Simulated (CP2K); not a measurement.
## PbSe under changes of volume

One of the cells (27.098 Å³/atom); the others are scaled copies at fixed shape and fractional positions:

```xyz
2
Lattice="3.7843 0.0000 0.0000 0.0000 3.7843 0.0000 0.0000 0.0000 3.7843" Properties=species:S:1:pos:R:3 pbc="T T T"
Pb    0.0000    0.0000    0.0000
Se    1.8922    1.8922    1.8922
```

Measurements of this composition are mostly on another form, of space group No. 225.

```yaml
Program: CP2K 2026.2
Functional: LDA
Potentials_or_basis: GTH_POTENTIALS Pb GTH-PADE-q4, Se GTH-PADE-q6; TZVP-MOLOPT-PBE-GTH basis
Density_cutoff: 6123 eV
k_mesh: 7 × 7 × 7
Occupations: fermi-dirac, width 0.05 eV
Spin: no spin polarisation
```

```csv
volume (Å³/atom),energy over the lowest point (meV/atom),pressure (GPa)
25.472,0.00,-1.8
26.014,?,?
26.556,18.96,-3.8
27.098,33.25,-4.7
27.640,50.30,-5.4
28.182,69.80,-6.1
28.724,91.46,-6.7
```

What does the run at 26.014 Å³/atom give?

Energy over the lowest point 7.75 meV/atom; pressure -2.8 GPa.

Worked out: A Birch-Murnaghan fit of order 3 (a polynomial in V^(-2/3)) to the other rows has its minimum at 24.72 Å³/atom, just outside them, with B0 = V·E''(V) = 62 GPa and B' = 4.3. It gives 7.74 meV/atom at 26.014 Å³/atom, against the run's 7.75, and -dE/dV = -2.8 GPa, against -2.8.

Energies are extrapolated to zero smearing.

Caveats: the basis of atomic orbitals isn't converged, which shifts pressures, moduli and gaps.
